The bulk modulus B is the rise in pressure P per fractional loss of volume V, B = −V dP/dV. For nickel disilicide, NiSi₂, it follows here from density-functional calculations with a gradient-corrected functional, which gave energy and pressure at seven fixed volumes. Unless a fit is named, B below comes from the pressure difference between two neighbouring rows. The energy is counted from the minimum of a curve fitted to the rows.

Quantum ESPRESSO 7.5 calculations for cubic NiSi₂ (Fm-3m, three-atom cell) at fixed volumes, with the PBE functional, collinear spins and SG15 PBE 1.2 norm-conserving pseudopotentials. The plane-wave cutoff is 952.4 eV, the k mesh 9×9×9 and the Fermi–Dirac smearing width 0.05 eV. Energies are counted from the minimum of the fitted curve.

```
volume (Å³/atom)  energy (meV/atom)  pressure (GPa)  cell moment (μB)
           12.38              55.38          15.910             0.000
           12.64              32.65          11.810             0.000
           12.90              16.33           8.090             0.000
           13.17               5.86           4.690             0.000
           13.43               0.73           1.600             0.000
           13.69               0.45          -1.230             0.000
           13.96               4.60          -3.790             0.000
```

**Stiffening under pressure**

The smaller the cell already is, the more pressure the next squeeze costs. B rises from 134 GPa in the most expanded interval to 195 GPa in the most compressed one, while the Ni–Si distance shortens by only 3.3 %. The steps from interval to interval are slightly uneven, but B stays within 1 GPa of a straight line against pressure, and no row falls out of line. The cell moment is zero in every row although the calculations started from a magnetic state, so the same nonmagnetic crystal is being stiffened throughout.

**What constant springs would do**

Symmetry fixes the place of every atom in this cubic structure, so a single length d, the Ni–Si distance, describes the whole crystal. Suppose first that the forces acted as ideal springs, with an energy that is a parabola in d. The spring stiffness k is the second derivative of the energy per atom with respect to d. Since V grows as d³, the definitions of P and B give k = (V/d²)(9B − 6P), with V also taken per atom. This k gathers all forces that change when the lattice is scaled, not those of the Ni–Si bond alone.

Now shorten d by 1 %, starting at zero pressure. The volume falls by 3 %, so the pressure rises to 0.03B. The factor V/d² falls by 1 %, and with k constant the bracket must rise by 1 %: 9ΔB − 6 × 0.03B = 0.01 × 9B, hence ΔB = 0.03B. The modulus gains exactly as much as the pressure, a slope dB/dP of 1. Even ideal springs therefore make a crystal stiffer under pressure, because the spring force presses on an area that shrinks with the cell. This outweighs an opposite effect: in a smaller cell, the same percentage of shortening is a smaller step in length and so adds less force.

Geometry of this kind is too weak to explain the table. Between the two outermost intervals it would raise B by a factor of 1.10, whereas the calculation gives 1.45.

**The forces themselves stiffen**

The remainder must lie in k, and the computed pressures show that k grows by about 8.3 % for each 1 % of shortening. In the estimate above, the bracket then has to rise by 9.3 %, which gives ΔB = 0.02B + 0.093B = 0.113B and a slope of 0.113/0.03 ≈ 3.8. A straight line through B against pressure in all six intervals has a slope of 3.65, an average over the whole range, while the curve fitted to the seven energies gives 3.73 at zero pressure. Because k was drawn from the same pressures, the estimate is a division of the slope and not an independent prediction: about 1 comes from geometry and nearly 3 from stiffening forces.

Theory explains why the forces stiffen. Atoms are held together by an attraction that varies slowly with distance and kept apart by a repulsion that rises steeply as their electron clouds are pushed further into each other. The repulsion curves the energy upwards, and the attraction takes part of that curvature away. On shortening, the steep part gains faster, so k grows; on stretching, it fades first, and the crystal softens. The table holds total energies and pressures, not their attractive and repulsive parts, so this division is an argument from general bonding physics.

The same reasoning serves for other cubic crystals whose atoms are fixed by symmetry. The slope at zero pressure is 1 plus one third of the percentage by which k grows per 1 % of shortening. The more steeply the repulsion sets in, the faster the modulus should climb.

**How well a simple curve does**

A parabola in 1/d², the second-order Birch–Murnaghan form, builds in such stiffening, with a slope of exactly 4 at zero pressure. Given the equilibrium volume and modulus from a fit to all seven energies, it puts the pressure of the smallest cell at 16.1 GPa, against 15.9 GPa computed directly. Ideal springs with the same two constants reach only 14.0 GPa. The Birch–Murnaghan curve errs slightly on the stiff side there, as its slope is a little too high. The printed analysis compares the energies of the curves row by row.

**A modulus belongs to a volume**

For practical use, a bulk modulus should be quoted together with its volume. The cell at 13.17 Å³ per atom is still under 4.7 GPa in this calculation, and the fitted line gives it a modulus of 162 GPa, 12 % above the 144 GPa at zero pressure. A functional that makes the equilibrium cell somewhat too large, as this one commonly does, will thus also tend to report too soft a crystal. On the expanded side only two rows lie beyond the minimum, so the line should not be carried far into tension.

Numerical output:

```
Energy above the minimum in meV per atom:
    row  computed  parabola in volume  parabola in length  parabola in Eulerian strain
  12.38     55.38                47.9               50.92                        55.87
  12.64     32.65               29.18               30.59                        32.86
   12.9     16.33               15.08               15.59                        16.41
  13.17      5.86               5.588               5.703                         5.88
  13.43      0.73              0.7138               0.719                       0.7268
  13.69      0.45              0.4546               0.452                       0.4481
  13.96       4.6               4.811               4.722                        4.594
Pressure of the smallest cell from parabola in volume (GPa): 12.79
Pressure of the smallest cell from parabola in length (GPa): 14.03
Pressure of the smallest cell from parabola in Eulerian strain (GPa): 16.12
Intervals between each row and the row before:
    row  mid volume A3  mid pressure GPa  bulk modulus GPa  Ni-Si length A  length stiffness eV/A2 per atom
  12.64          12.51             13.86             194.7           2.301                            24.61
   12.9          12.77              9.95             180.4           2.317                            23.22
  13.17          13.03              6.39             168.3           2.333                            22.07
  13.43           13.3             3.145               156           2.349                            20.85
  13.69          13.56             0.185             145.7           2.364                            19.85
  13.96          13.82             -2.51             134.4           2.379                            18.67
fit of bm on 6 rows: constant 144.4 +/- 0.36, coefficient of pm 3.65 +/- 0.047; rms 0.525, worst 13.96 0.847, leave-one-out rms 0.873
Bulk modulus at the given cell from the line (GPa): 161.5
Excess of that over the value at zero pressure (percent): 11.85
Bulk modulus of most compressed over most expanded interval (ratio): 1.449
Same ratio if energy were a parabola in length: 1.105
Same ratio if energy were a parabola in volume: 0.9048
Length stiffness of most compressed over most expanded interval (ratio): 1.319
Shortening of the Ni-Si length between these intervals (percent): 3.281
Rise of length stiffness per 1 percent shortening (percent, logarithmic slope): 8.29
Largest gap between energy slope and mean listed pressure (GPa): 0.02988
```
